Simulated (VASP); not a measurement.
# CdTe (F-43m) in VASP: further runs, part 2 of 2

VASP 6.6.1. Earlier steps stand in the parts before.

## Step 4: Single point, r2SCAN50

This run uses another cell than the first one, of 34.90 Å³/atom.

POSCAR

```
CdTe
1.0
    0.0000000000      3.2678590959      3.2678590959
    3.2678590959      0.0000000000      3.2678590959
    3.2678590959      3.2678590959      0.0000000000
Te Cd
1 1
Direct
    0.7500000000      0.7500000000      0.7500000000
    0.0000000000      0.0000000000      0.0000000000
```

INCAR.step1

```
SYSTEM = CdTe
  PREC = Accurate
  ENCUT = 520
  EDIFF = 1E-5
  ISMEAR = -1
  SIGMA = 0.05
  LREAL = .FALSE.
  LASPH = .TRUE.
  NELM = 100
  ALGO = Normal
  ISIF = 2
  LWAVE = .TRUE.
  LCHARG = .FALSE.
  NBANDS = 16
  GGA = PE
```

INCAR.step2

```
SYSTEM = CdTe
  PREC = Accurate
  ENCUT = 520
  EDIFF = 1E-6
  ISMEAR = -1
  SIGMA = 0.05
  LREAL = .FALSE.
  LASPH = .TRUE.
  NELM = 100
  ALGO = Normal
  ISIF = 2
  LWAVE = .FALSE.
  LCHARG = .FALSE.
  METAGGA = R2SCAN
  LHFCALC = .TRUE.
  AEXX = 0.5
  LMIXTAU = .TRUE.
  PRECFOCK = Normal
  NBANDS = 16
  ISTART = 1
```

KPOINTS

```
regular mesh
0
G
  4 4 4
  0 0 0
```

Potentials or basis: VASP PAW PBE potentials, release 64 (Te, Cd).

Started as:

```bash
$ cat potpaw_PBE.64/Te/POTCAR potpaw_PBE.64/Cd/POTCAR > POTCAR
$ cp INCAR.step1 INCAR
$ mpirun -np 1 vasp_std > vasp.out
$ cp INCAR.step2 INCAR
$ mpirun -np 1 vasp_std > vasp.out
```

OUTCAR:

```text
SYSTEM = CdTe
   PREC = Accurate
   ENCUT = 520
   EDIFF = 1E-6
   ISMEAR = -1
   LREAL = .FALSE.
   LASPH = .TRUE.
   NELM = 100
   ISIF = 2
   METAGGA = R2SCAN
   LHFCALC = .TRUE.
   AEXX = 0.5
   PRECFOCK = Normal
   ISTART = 1

 ion  position               nearest neighbor table
   1  0.750  0.750  0.750-   2 2.83   2 2.83   2 2.83   2 2.83
   2  0.000  0.000  0.000-   1 2.83   1 2.83   1 2.83   1 2.83

  LATTYP: Found a face centered cubic cell.
 ALAT       =     6.5357181918

  Lattice vectors:

 A1 = (   0.0000000000,   3.2678590959,   3.2678590959)
 A2 = (   3.2678590959,   0.0000000000,   3.2678590959)
 A3 = (   3.2678590959,   3.2678590959,   0.0000000000)

Analysis of symmetry for initial positions (statically):
=====================================================================
 Subroutine PRICEL returns:
 Original cell was already a primitive cell.

 Routine SETGRP: Setting up the symmetry group for a
 face centered cubic supercell.

 Subroutine GETGRP returns: Found 24 space group operations
 (whereof 24 operations were pure point group operations)
 out of a pool of 48 trial point group operations.

The static configuration has the point symmetry T_d .

Analysis of symmetry for dynamics (positions and initial velocities):
=====================================================================
 Subroutine PRICEL returns:
 Original cell was already a primitive cell.

 Routine SETGRP: Setting up the symmetry group for a
 face centered cubic supercell.

 Subroutine GETGRP returns: Found 24 space group operations
 (whereof 24 operations were pure point group operations)
 out of a pool of 48 trial point group operations.

The dynamic configuration has the point symmetry T_d .

 Subroutine INISYM returns: Found 24 space group operations
 (whereof 24 operations are pure point group operations),
 and found     1 'primitive' translations

[... 102 lines left out ...]
   METAGGA = R2SCAN    functional components
   LHFCALC =     T    Hartree Fock is set to
   PRECFOCK=normal    Normal, Fast or Accurate (Low or Medium for compatibility)
   ENCUT4O =  -1.0   cutoff for four orbital integrals eV
   NKREDX  =     1    reduce k-point grid by
   NKREDY  =     1    reduce k-point grid by
   NKREDZ  =     1    reduce k-point grid by
   AEXX    =    0.5000 exact exchange contribution
   HFSCREEN=    0.0000 screening length (either q_TF or 0.3 A-1)
   HFSCREENC=   0.0000 screening length for correlation (either q_TF or 0.3 A-1)
   ENCUTFOCK=  -1.0 apply spherical cutoff to Coloumb kernel
   IVDW    =     0    specifies the selected vdW correction
   LEPSILON=     F    determine dielectric tensor
   LRPA    =     F    only Hartree local field effects (RPA)
 non-spin polarized calculation
  energy-cutoff  :      520.00
  volume of cell :       69.79
 maximum number of plane-waves:      1893
 NGX is ok and might be reduce to    36
  NGX = 28; NGY = 28; NGZ = 28

 number of electron      18.0000003 magnetization

 Free energy of the ion-electron system (eV)
  ---------------------------------------------------
  ext. energy  EPLUGINS =         0.00000000
  ---------------------------------------------------
  free energy    TOTEN  =       -29.97608990 eV

  energy without entropy =      -29.97608990  energy(sigma->0) =      -29.97608990

 E-fermi :   1.3623     XC(G=0):  -5.0954

 val. band max:        0.2505073970   @ k =   0.0000   0.0000   0.0000
 cond. band min:       4.0062294893   @ k =   0.0000   0.0000   0.0000
 fundamental gap:      3.7557220923
 Fermi energy:         1.3622543567

 k-point     1 :       0.0000    0.0000    0.0000
  band No.  band energies     occupation
      1     -12.8751      2.00000
      2     -10.7923      2.00000
      3     -10.7923      2.00000
      4     -10.7923      2.00000
      5     -10.5354      2.00000
      6     -10.5354      2.00000
[... 129 lines left out ...]
      3     -10.6683      2.00000
      4     -10.5649      2.00000
      5     -10.5348      2.00000
      6      -9.6680      2.00000
[... 8 lines left out ...]
     15      15.2912      0.00000
     16      15.3140      0.00000

------------------------ aborting loop because EDIFF is reached ----------------------------------------

  FORCE on cell =-STRESS in cart. coord.  units (eV):
  Direction    XX          YY          ZZ          XY          YZ          ZX
  --------------------------------------------------------------------------------------
  -------------------------------------------------------------------------------------
  Total       -0.3847811     -0.3847811     -0.3847811     -0.0000000      0.0000000     -0.0000000
  in kB       -8.8329203     -8.8329203     -8.8329203     -0.0000000      0.0000000     -0.0000000
  external PRESSURE =      -8.8329203 kB  Pullay stress =       0.0000000 kB

 VOLUME and BASIS-vectors are now :
 -----------------------------------------------------------------------------
  energy-cutoff  :      520.00
  volume of cell :       69.79
      direct lattice vectors                 reciprocal lattice vectors
     0.000000000  3.267859096  3.267859096    -0.153005373  0.153005373  0.153005373
     3.267859096  0.000000000  3.267859096     0.153005373 -0.153005373  0.153005373
     3.267859096  3.267859096  0.000000000     0.153005373  0.153005373 -0.153005373

 POSITION                                       TOTAL-FORCE (eV/Angst)
 -----------------------------------------------------------------------------------
      4.90179      4.90179      4.90179         0.000000     -0.000000      0.000000
      0.00000      0.00000      0.00000        -0.000000      0.000000     -0.000000
 -----------------------------------------------------------------------------------
    total drift:                               -0.000011     -0.000006     -0.000007

  FREE ENERGIE OF THE ION-ELECTRON SYSTEM (eV)
  ---------------------------------------------------
  free  energy   TOTEN  =       -29.9760899030 eV

  energy  without entropy=      -29.9760899029  energy(sigma->0) =      -29.97608990
```

OUTCAR.step1:

```text
SYSTEM = CdTe
   PREC = Accurate
   ENCUT = 520
   EDIFF = 1E-5
   ISMEAR = -1
   LREAL = .FALSE.
[... 355 lines left out ...]
      4.90179      4.90179      4.90179        -0.000000     -0.000000     -0.000000
      0.00000      0.00000      0.00000         0.000000      0.000000      0.000000
 -----------------------------------------------------------------------------------
    total drift:                                0.000000      0.000000      0.000000

  FREE ENERGIE OF THE ION-ELECTRON SYSTEM (eV)
  ---------------------------------------------------
  free  energy   TOTEN  =        -4.7384532113 eV

  energy  without entropy=       -4.7384069535  energy(sigma->0) =       -4.73843008
```

Run time: 22 min. Hardware: 1 thread of Intel Xeon 8259CL, shared host; peak memory 0.24 GiB.

Results:

| Quantity | Value |
| --- | --- |
| Free energy | -29.9761 eV |
| Pressure | -0.9 GPa |
| Band gap on the k mesh | 3.76 eV |

Caveat: the PAW data sets were made with another functional, which shifts forces and pressure a little; spin-orbit coupling is left out, which moves the levels of the heavy elements.

## Step 5: Overview

```tsv
cell	gap on the mesh (eV)	pressure (GPa)
a = 4.563 Å, angles 60.0°, 2 atoms	3.90	0.9
a = 4.592 Å, angles 60.0°, 2 atoms	3.83	0.0
a = 4.621 Å, angles 60.0°, 2 atoms	3.76	-0.9
```

Alike in all rows: task single point; level r2SCAN50; potentials or basis VASP PAW PBE potentials, release 64 (Te, Cd); no spin polarisation; k mesh 4 × 4 × 4; cutoff (eV) 520; smearing fermi-dirac 0.05 eV.

Caveats: some runs use coarse meshes; the PAW data sets were made with another functional, which shifts forces and pressure a little; spin-orbit coupling is left out, which moves the levels of the heavy elements.

Absolute energies hang on the potentials; compare differences alone.

## Step 6: Comparison with measurements

Step 3. Measured gap of CdTe: 1.607 eV (0 K; a printed reference work, data compilation). This calculation gives 3.83 eV (+2.22 eV). So large a miss can be the level of theory's own, or it may mean another phase, state or a wrong row. Spin-orbit coupling on Cd, Te is left out. The value is that of r2SCAN50, without temperature or zero-point motion.

Step 4. A measured gap of CdTe is 1.607 eV (0 K; a printed reference work, data compilation); the calculated 3.76 eV misses it by +2.15 eV. So large a miss can be the level of theory's own, or it may mean another phase, state or a wrong row. Spin-orbit coupling on Cd, Te is left out. The value is that of r2SCAN50, without temperature or zero-point motion.
